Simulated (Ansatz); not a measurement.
How far is PAW off for Y?

```yaml
crystal:
  lattice:
    - [3.65150, 0.00000, 0.00000]
    - [-1.82575, 3.16229, 0.00000]
    - [0.00000, 0.00000, 5.74740]
  atoms:
    - { symbol: Y, position: [0.33333, 0.66667, 0.25000] }
    - { symbol: Y, position: [0.66667, 0.33333, 0.75000] }
```

Atom numbers follow the list: Y1, Y2.

The cell is COD entry 1539818, as deposited and not checked against the literature; nothing was relaxed.

Methods: DFT, PBE, PAW with Ansatz's default frozen-core files, fully relativistic files with spin-orbit coupling (Ansatz 0.2.0); DFT, PBE, all-electron LAPW, Dirac equation with spin-orbit coupling (Ansatz 0.2.0).

For PAW: a Γ-centred 12×12×7 k mesh, Fermi–Dirac smearing of 0.08 eV, cutoff 420 eV, no spin polarisation. LAPW targets a basis error of 0.25 meV/atom. The Ansatz runs share mesh, smearing and spin set-up. Plane-wave (PAW) pressures include the program's estimate of the Pulay term.

Stress and pressure are positive in compression.

Levels count from the Fermi level.

PAW results:

```
                      quantity     PAW
                pressure (GPa)   -0.31
               stress xx (GPa)   -0.13
               stress zz (GPa)   -0.67
highest filled level at Γ (eV)  -1.833
  lowest empty level at Γ (eV)   0.826
highest filled level at L (eV)  -1.622
  lowest empty level at L (eV)   0.065
highest filled level at M (eV)  -0.113
  lowest empty level at M (eV)   1.362
```

Question: What does all-electron LAPW give for the same quantities?

Answer: 
```json
{"quantity": "pressure (GPa)", "LAPW": "-0.31"}
{"quantity": "stress xx (GPa)", "LAPW": "-0.13"}
{"quantity": "stress zz (GPa)", "LAPW": "-0.67"}
{"quantity": "highest filled level at Γ (eV)", "LAPW": "-1.833"}
{"quantity": "lowest empty level at Γ (eV)", "LAPW": "0.826"}
{"quantity": "highest filled level at L (eV)", "LAPW": "-1.622"}
{"quantity": "lowest empty level at L (eV)", "LAPW": "0.065"}
{"quantity": "highest filled level at M (eV)", "LAPW": "-0.113"}
{"quantity": "lowest empty level at M (eV)", "LAPW": "1.362"}
```
